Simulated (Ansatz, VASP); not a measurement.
Bi2Se3 (Paraguanajuatite) in VASP and in Ansatz

File INCAR:

```
  PREC = Accurate
  ENCUT = 520
  EDIFF = 1E-8
  ISMEAR = -1
  SIGMA = 0.02
  LREAL = False
  LASPH = True
  NELM = 100
  ALGO = Normal
  ISIF = 2
  LWAVE = False
  LCHARG = False
  GGA = PS
  LEFG = True
  NBANDS = 32
```

Contents of KPOINTS:

```
regular mesh
0
Gamma
  4 4 4
```

The input POSCAR:

```
Bi2Se3
1.0
    2.0715000000      1.1959810826      9.5453333333
   -2.0715000000      1.1959810826      9.5453333333
    0.0000000000     -2.3919621653      9.5453333333
Bi Se
2 3
Direct
    0.4008000000      0.4008000000      0.4008000000
    0.5992000000      0.5992000000      0.5992000000
    0.0000000000      0.0000000000      0.0000000000
    0.2117000000      0.2117000000      0.2117000000
    0.7883000000      0.7883000000      0.7883000000
```

Input for Ansatz:

```yaml
crystal:
  lattice:
    - [2.0715, 1.1959810826, 9.5453333333]
    - [-2.0715, 1.1959810826, 9.5453333333]
    - [0.0, -2.3919621653, 9.5453333333]
  atoms:
    - { symbol: Bi, position: [0.4008, 0.4008, 0.4008] }
    - { symbol: Bi, position: [0.5992, 0.5992, 0.5992] }
    - { symbol: Se, position: [0.0, 0.0, 0.0] }
    - { symbol: Se, position: [0.2117, 0.2117, 0.2117] }
    - { symbol: Se, position: [0.7883, 0.7883, 0.7883] }
kpoints:
  mp_grid: { grid: [4, 4, 4] }
scf:
  occupations: { method: fermi_dirac, width: 0.02 }
hamiltonian:
  xc: pbesol
  pseudopotentials: { kind: paw, azcp: { folder: soft_1 } }
output:
  forces: true
  efg: { quadrupole_moments_barn: { Bi: -0.516 }, contact_densities: true }
  core_levels: { shells: { Se: "3d", Bi: "4f" }, counted_from: conduction_bottom }
```

Alike in both runs: task electric field gradients; functional PBEsol; k mesh 4 × 4 × 4; occupations fermi-dirac, width 0.02 eV; no spin polarisation.

|  | VASP | Ansatz |
| --- | --- | --- |
| version | VASP 6.6.1 | Ansatz 0.2.0 |
| potentials or method | VASP PAW PBE potentials, release 64 (Bi_d, Se) | plane-wave PAW, scalar-relativistic |
| plane-wave cutoff (eV) | 520 | 420 |
| valence electrons in the cell | 48 | 78 |

VASP gave:

```
rms of the force components (eV/Å)                             : 0.076
Vzz of the field gradient on the site that differs most (V/Å²) : 91.3
```

What did Ansatz give for the same quantities?

rms of the force components (eV/Å): 0.069; Vzz of the field gradient on the site that differs most (V/Å²): 95.0.

Atom by atom the forces differ by 0.008 eV/Å (rms over components). The functional is the same, so the differences come from potentials, cutoffs and numerics. The two sets of potentials don't hold the same shells in valence. Ansatz warned: «gradients_without_spin_orbit».

Caveats: the k mesh is coarse (spacing up to 0.44 Å⁻¹), so the values aren't converged; the PAW data sets were made with another functional, which shifts forces and pressure a little (VASP); spin-orbit coupling is left out, which as a rule narrows the gap of such compounds by several tenths of an eV.
